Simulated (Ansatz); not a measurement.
# InAsH3: the cost of one run

Method: DFT PBE, scalar-relativistic, plane waves, PAW, in Ansatz 0.2.0.

The COD entry's cell or inner coordinates are ideal or old and differ from later refinements, so a difference from it is no clean test against experiment.

1 further run of the same task is left out (set aside as unsound or not needed). Runs told in other sessions of the task aren't counted.

## 1. The structure to begin with

The structure is cubic, space group F-43m (No. 216). The conventional cell has a = 6.186 Å, b = 6.186 Å, c = 6.186 Å, α = 90.00°, β = 90.00°, γ = 90.00°. In (site symmetry -43m) is surrounded by 4 As at 2.68 Å. Around As (site symmetry -43m) lie 4 In at 2.68 Å.

Coordinates:

```cif
data_structure
_symmetry_space_group_name_H-M 'P 1'
_symmetry_Int_Tables_number 1
_cell_length_a 4.3744
_cell_length_b 4.3744
_cell_length_c 4.3744
_cell_angle_alpha 60.000
_cell_angle_beta 60.000
_cell_angle_gamma 60.000
_cell_volume 59.19
loop_
_atom_site_label
_atom_site_type_symbol
_atom_site_fract_x
_atom_site_fract_y
_atom_site_fract_z
_atom_site_occupancy
In1 In 0.00000 0.00000 0.00000 1
As1 As 0.25000 0.25000 0.25000 1
```

It is the result of an earlier relaxation at this level (volume 29.59 Å³/atom; gap on the mesh: none (metal)).

## 2. Next: the [111] wire, 12 host atoms a period with H caps

The wire is cut from the relaxed crystal, periodic along c with vacuum across. Atoms and period relax; energies count from the bulk, -5227.2346 eV an atom. Each H cap counts from half an H2 molecule (-15.872 eV in a separate run).

The cell holds 6 In, 6 As, 18 H: a = 17.100 Å, b = 16.500 Å, c = 10.715 Å, α = 90.00°, β = 90.00°, γ = 90.00°.

## 3. Relaxing it

Pressure and volume refer to the whole cell with its vacuum; only the period along c may change.

Input file input.yaml:

```yaml
crystal:
  lattice:
    - [17.1, 0.0, 0.0]
    - [0.0, 16.5, 0.0]
    - [0.0, 0.0, 10.7150325769]
  atoms:
    - { symbol: In, position: [0.579911561, 0.5, 0.0] }
    - { symbol: As, position: [0.5060648535, 0.3674426142, 0.4166666667] }
    - { symbol: In, position: [0.4322181459, 0.5, 0.3333333333] }
    - { symbol: As, position: [0.6537582686, 0.3674426142, 0.0833333333] }
    - { symbol: As, position: [0.5060648535, 0.6325573858, 0.4166666667] }
    - { symbol: As, position: [0.3583714384, 0.3674426142, 0.75] }
    - { symbol: In, position: [0.3583714384, 0.3674426142, 0.0] }
    - { symbol: In, position: [0.6537582686, 0.3674426142, 0.3333333333] }
    - { symbol: In, position: [0.5060648535, 0.6325573858, 0.6666666667] }
    - { symbol: As, position: [0.4322181459, 0.5, 0.0833333333] }
    - { symbol: In, position: [0.5060648535, 0.3674426142, 0.6666666667] }
    - { symbol: As, position: [0.579911561, 0.5, 0.75] }
    - { symbol: H, position: [0.6278790386, 0.5861032758, 0.0541295601] }
    - { symbol: H, position: [0.4641622294, 0.2922259595, 0.3693810739] }
    - { symbol: H, position: [0.3362831908, 0.5, 0.3874628934] }
    - { symbol: H, position: [0.6118556445, 0.2922259595, 0.0360477406] }
    - { symbol: H, position: [0.7375635167, 0.3674426142, 0.0360477406] }
    - { symbol: H, position: [0.4641622294, 0.7077740405, 0.3693810739] }
    - { symbol: H, position: [0.5898701016, 0.6325573858, 0.3693810739] }
    - { symbol: H, position: [0.3164688143, 0.4426592689, 0.7027144073] }
    - { symbol: H, position: [0.3164688143, 0.2922259595, 0.7027144073] }
    - { symbol: H, position: [0.2624364833, 0.3674426142, 0.0541295601] }
    - { symbol: H, position: [0.4063389159, 0.2813393384, 0.0541295601] }
    - { symbol: H, position: [0.7017257462, 0.45354589, 0.3874628934] }
    - { symbol: H, position: [0.7017257462, 0.2813393384, 0.3874628934] }
    - { symbol: H, position: [0.4101298984, 0.6325573858, 0.7207962268] }
    - { symbol: H, position: [0.554032331, 0.7186606616, 0.7207962268] }
    - { symbol: H, position: [0.3903155219, 0.5752166547, 0.0360477406] }
    - { symbol: H, position: [0.554032331, 0.2813393384, 0.7207962268] }
    - { symbol: H, position: [0.6637168092, 0.5, 0.7027144073] }
basis:
  ecutwfc: 420
kpoints:
  mp_grid: { grid: [1, 1, 5] }
hamiltonian:
  xc: pbe
scf:
  occupations: { method: gaussian, width: 0.05 }
output:
  forces: true
  stress: true
  eigenvalues: true
  populations: true
  write_density: true
  write_potential: true
  elf: true
  volumetric_format: npy
relax:
  adjacent_minimum: "off"
  f_tol: 0.02
  max_steps: 45
  cell: { fix: [a, b, alpha, beta, gamma], stress_tol: 0.03 }
```

Command:

```console
ansatz run input.yaml --threads 4 --pin off --max-ram 11264MiB --backend cpu --events-out ev --progress --plain --runs-dir out
```

Q: Estimate wall time and peak memory on 4 threads of Arm Neoverse V1, shared host.

About 20 min, with a peak of 5 GiB.
